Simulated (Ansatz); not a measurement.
Set up this calculation in Ansatz 0.2.0, as the native input.

* Task: relaxation of cell and atoms
* Functional: PBEsol
* Potentials or basis: Ansatz PAW
* Cutoff: 420 eV (not typed: the program's choice for these potentials)
* k mesh: 8 × 8 × 8
* Occupations: fermi-dirac, width 0.05 eV
* Spin: collinear spin, ferromagnetic start
* Starting moments: [3.0, 3.0, 3.0, 0.0] μB
* Target pressure: 30 GPa
* Target pressure (GPa): 30

Crystal: AlFe3.

```
Fe Al
1.0
     0.00000    2.88714    2.88714
     2.88714    0.00000    2.88714
     2.88714    2.88714    0.00000
Fe Al
3 1
Direct
  0.75000 0.75000 0.75000
  0.25000 0.25000 0.25000
  0.50000 0.50000 0.50000
  0.00000 0.00000 0.00000
```

The cell comes from a database or a generator and needn't be the stable form of this composition.

These files were run (other wordings do the same):

input.yaml

```yaml
crystal:
  lattice:
    - [0.0, 2.8871421494, 2.8871421494]
    - [2.8871421494, 0.0, 2.8871421494]
    - [2.8871421494, 2.8871421494, 0.0]
  atoms:
    - { symbol: Fe, position: [0.75, 0.75, 0.75], spin: 3.0 }
    - { symbol: Fe, position: [0.25, 0.25, 0.25], spin: 3.0 }
    - { symbol: Fe, position: [0.5, 0.5, 0.5], spin: 3.0 }
    - { symbol: Al, position: [0.0, 0.0, 0.0] }
hamiltonian:
  xc: pbesol
  pseudopotentials: { kind: paw }
magnetization:
  spin_polarized: true
kpoints:
  mp_grid: { grid: [8, 8, 8] }
scf:
  occupations: { method: fermi_dirac, width: 0.05 }
output:
  forces: true
  stress: true
  eigenvalues: true
relax:
  f_tol: 0.01
  max_steps: 40
  cell: { stress_tol: 0.05, p_target: 30.0 }
```

Potentials or basis: Ansatz PAW.

Run with:

```sh
$ ansatz run input.yaml --threads 2 --pin off --max-ram 5632MiB --backend cpu --events-out ev --progress --plain --runs-dir out
```

It gave:

| Property | Result |
| --- | --- |
| Relaxed volume | 9.84 Å³/atom |
| Relaxed cell | a = 3.818 Å, b = 3.818 Å, c = 3.818 Å, α = 60.00°, β = 60.00°, γ = 60.00° |
| Space group after relaxing (to 0.05 Å) | Fm-3m (No. 225) |
| Energy change on relaxing (the enthalpy is what falls) | +100.5 meV/atom |
| Ionic steps | 6 |
| Pressure after relaxing | 30.0 GPa |
| Band gap on the k mesh | none (metal or under the smearing width) |
| Net moment | 3.02 μB per cell |
| Absolute moment | 3.22 μB per cell |
| Site moments | Fe +0.51, +2.05; Al -0.01 μB |

Caveat: the volume moved by over 15 % at a fixed basis, so the end points are rough; the plane-wave basis is chosen anew once the cell has moved, so the energies of steps on either side of that aren't comparable; the PAW data sets come from PBE, with cores solved anew for the run's functional, which leaves a small shift of forces and pressure.

Wall time 29 s on 2 threads of Arm Neoverse V1, with other jobs on the host, peak memory 0.39 GiB.
